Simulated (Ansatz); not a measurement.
# SnTe in Ansatz: the effect of functional

SnTe:

```
Te Sn
1.0
     0.00000    3.61115    3.61115
     3.61115    0.00000    3.61115
     3.61115    3.61115    0.00000
Te Sn
1 1
Direct
  0.25000 0.25000 0.25000
  0.00000 0.00000 0.00000
```

Measurements of this composition are mostly on another form, of space group No. 225.

Alike in all runs:

| Item | Value |
| --- | --- |
| Program | Ansatz 0.2.0 |
| Task | single point |
| Potentials or basis | all-electron PAW datasets made for the crystal |
| k mesh | 6 × 6 × 6 |
| Occupations | fermi-dirac, width 0.05 eV |
| Spin | no spin polarisation |

**Question.** One run gave: gap on the mesh 0.59 eV; pressure -0.5 GPa. Which functional did it use?
A. HSE06
B. PBE0
C. PBEsol

**Answer.** A.

| functional | cutoff | gap on the mesh (eV) | pressure (GPa) |
| --- | --- | --- | --- |
| PBEsol | 240 eV (chosen from the basis error) | 0.23 | -1.4 |
| HSE06 | 270 eV (chosen from the basis error) | 0.59 | -0.5 |
| PBE0 | 270 eV (chosen from the basis error) | 1.18 | -0.5 |

Caveats: spin-orbit coupling is left out, which moves the levels of the heavy elements.

A k mesh can miss the band edges.

The runs don't all hold the same shells in valence.
